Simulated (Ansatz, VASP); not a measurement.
# Rb in VASP and in Ansatz

```
Rb
1.0
     0.00000    5.73150    5.73150
     5.73150    0.00000    5.73150
     5.73150    5.73150    0.00000
Rb
2
Direct
  0.12500 0.12500 0.12500
  0.87500 0.87500 0.87500
```

Alike in both runs: task single point; functional BLYP; k mesh 6 × 6 × 6; occupations fermi-dirac, width 0.1 eV; no spin polarisation.

|  | VASP | Ansatz |
| --- | --- | --- |
| version | VASP 6.6.1 | Ansatz 0.2.0 |
| potentials or method | VASP PAW PBE potentials, release 64 (Rb_sv) | plane waves (420 eV) with PAW, scalar-relativistic |
| plane-wave cutoff (eV) | 520 | 420 |
| valence electrons in the cell | 18 | 18 |

```tsv
	VASP	Ansatz	Ansatz less VASP
pressure (GPa)	-0.1	-0.1	0.00
```

Caveats: the PAW data sets were made with another functional, which shifts forces and pressure a little (VASP).
